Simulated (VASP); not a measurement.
A run of VASP 6.6.1 is set up as follows.

Contents of POSCAR:

```
MoSe2
1.0
    3.2504200342      0.0000000000      0.0000000000
   -1.6252100171      2.8149463249      0.0000000000
    0.0000000000      0.0000000000     40.5750000000
  Se              Mo
     8     4
Direct
     0.3333333300000021    0.6666666699999979    0.2231918664003268
     0.3333333300000021    0.6666666699999979    0.3049966764439448
     0.6666666699999979    0.3333333300000021    0.3803034055166030
     0.6666666699999979    0.3333333300000021    0.4621928297715624
     0.3333333300000021    0.6666666699999979    0.5378071702284376
     0.3333333300000021    0.6666666699999979    0.6196965944833970
     0.6666666699999979    0.3333333300000021    0.6950033235560551
     0.6666666699999979    0.3333333300000021    0.7768081335996733
     0.6666666699999979    0.3333333300000021    0.2640421570493693
     0.3333333300000021    0.6666666699999979    0.4212487843116390
     0.6666666699999979    0.3333333300000021    0.5787512156883610
     0.3333333300000021    0.6666666699999979    0.7359578429506307
```

The input INCAR.step1:

```
SYSTEM = MoSe2
  PREC = Accurate
  ENCUT = 600
  EDIFF = 1E-8
  ISMEAR = 0
  SIGMA = 0.03
  LREAL = .False.
  LASPH = .True.
  NELM = 80
  ALGO = Normal
  ISIF = 2
  LWAVE = .False.
  LCHARG = .False.
  LATTICE_CONSTRAINTS = .TRUE. .TRUE. .FALSE.
  KPAR = 8
  IBRION = 2
  NSW = 40
  EDIFFG = -0.002
```

File INCAR.step2:

```
SYSTEM = MoSe2
  PREC = Accurate
  ENCUT = 600
  EDIFF = 1E-8
  ISMEAR = 0
  SIGMA = 0.03
  LREAL = .False.
  LASPH = .True.
  NELM = 80
  ALGO = Normal
  ISIF = 2
  LWAVE = .False.
  LCHARG = .False.
  LATTICE_CONSTRAINTS = .TRUE. .TRUE. .FALSE.
  KPAR = 8
  IBRION = 6
  NFREE = 2
  POTIM = 0.015
  NSW = 1
```

Contents of KPOINTS:

```
regular mesh
0
Gamma
  12 12 1
  0 0 0
```

Potentials or basis: VASP PAW LDA potentials, release 64 (Se, Mo_sv).

Run with:

```console
$ cat potpaw_LDA.64/Se/POTCAR potpaw_LDA.64/Mo_sv/POTCAR > POTCAR
$ cp INCAR.step1 INCAR
$ mpirun -np 8 vasp_std > vasp.out
$ cp CONTCAR POSCAR
$ cp INCAR.step2 INCAR
$ mpirun -np 8 vasp_std > vasp.out
```

(1) What does it give for the highest phonon frequency at Γ, LO-TO splitting left out?

## Answers

(1) 358 cm⁻¹.
